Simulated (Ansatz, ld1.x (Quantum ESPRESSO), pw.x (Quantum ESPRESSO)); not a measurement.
**pw.x on diamond N: one setting changed**

Potential: PAW, ld1.x (Quantum ESPRESSO) 7.5, PBE; core [He], reference 2s2 2p3; waves: 2s (bound): rcut 1.00, rcutus 1.05 bohr; 2s channel at -0.95 Ry: rcut 1.00, rcutus 1.05 bohr; 2p (bound): rcut 1.65, rcutus 2.05 bohr; 2p channel at -0.05 Ry: rcut 1.65, rcutus 2.05 bohr; 3d channel at -0.11 Ry: rc 1.85 bohr; local part: the d channel; core correction: none; augmentation: BESSEL, radius 1.00 bohr.

The reference run (k-mesh 11³, cutoffs 40/320 Ry, Fermi–Dirac 0.01 Ry, mixing_beta 0.4, conv_thr 1e-9, no spin) gives -0.39 GPa at 9.212 Å³/atom, where all-electron LAPW gives -0.81 GPa. This run, with its own iteration cap, changes nbnd to 17.

```
&control
  calculation='scf', prefix='x', pseudo_dir='./', outdir='./tmp', tstress=.true., disk_io='none'
/
&system
  ibrav=0, nat=2, ntyp=1, ecutwfc=40, ecutrho=320, nbnd=17,
  occupations='smearing', smearing='fd', degauss=0.01
/
&electrons
  conv_thr=1e-09, mixing_beta=0.4, electron_maxstep=70
/
ATOMIC_SPECIES
N 1.0 N.UPF
CELL_PARAMETERS angstrom
  0.00000000 2.09628974 2.09628974
  2.09628974 0.00000000 2.09628974
  2.09628974 2.09628974 0.00000000
ATOMIC_POSITIONS crystal
N 0.0000 0.0000 0.0000
N 0.2500 0.2500 0.2500
K_POINTS automatic
11 11 11 0 0 0
```

```bash
pw.x < N.scf.in > N.scf.out
```

**Question.** How does the run end?

**Answer.** It converges in 6 iterations; the free energy moves by +0.0 meV/atom and the pressure by +0.01 GPa. The result is that of the reference run.

```
Message from routine setup:
     using ibrav=0 with symmetry is DISCOURAGED, use correct ibrav instead
     lattice parameter (alat)  =       5.6023  a.u.
     unit-cell volume          =     124.3313 (a.u.)^3
     number of electrons       =        10.00
     number of Kohn-Sham states=           17
     kinetic-energy cutoff     =      40.0000  Ry
     charge density cutoff     =     320.0000  Ry
     scf convergence threshold =      1.0E-09
     Exchange-correlation= SLA  PW   PBX  PBC
     number of k points=    56  Fermi-Dirac smearing, width (Ry)=  0.0100
     iteration #  1     ecut=    40.00 Ry     beta= 0.40
     total energy              =     -55.98214977 Ry
     estimated scf accuracy    <       0.01002236 Ry
     iteration #  2     ecut=    40.00 Ry     beta= 0.40
     total energy              =     -55.98258368 Ry
     estimated scf accuracy    <       0.00272077 Ry
     iteration #  3     ecut=    40.00 Ry     beta= 0.40
     total energy              =     -55.98268550 Ry
     estimated scf accuracy    <       0.00005712 Ry
     iteration #  4     ecut=    40.00 Ry     beta= 0.40
     total energy              =     -55.98269052 Ry
     estimated scf accuracy    <       0.00000008 Ry
     iteration #  5     ecut=    40.00 Ry     beta= 0.40
     total energy              =     -55.98269055 Ry
     estimated scf accuracy    <       0.00000001 Ry
     iteration #  6     ecut=    40.00 Ry     beta= 0.40
     the Fermi energy is     6.2377 ev
!    total energy              =     -55.98269056 Ry
     estimated scf accuracy    <          6.2E-11 Ry
     smearing contrib. (-TS)   =      -0.00390069 Ry
     convergence has been achieved in   6 iterations
          total   stress  (Ry/bohr**3)                   (kbar)     P=       -3.83
     Message from routine punch:
     Nothing written, as per user request (disk_io='none')
```

The run took about 9.3 s on one core of a shared host (Intel(R) Xeon(R) Platinum 8259CL CPU @ 2.50GHz, 96 threads, 755 GiB, load 64).
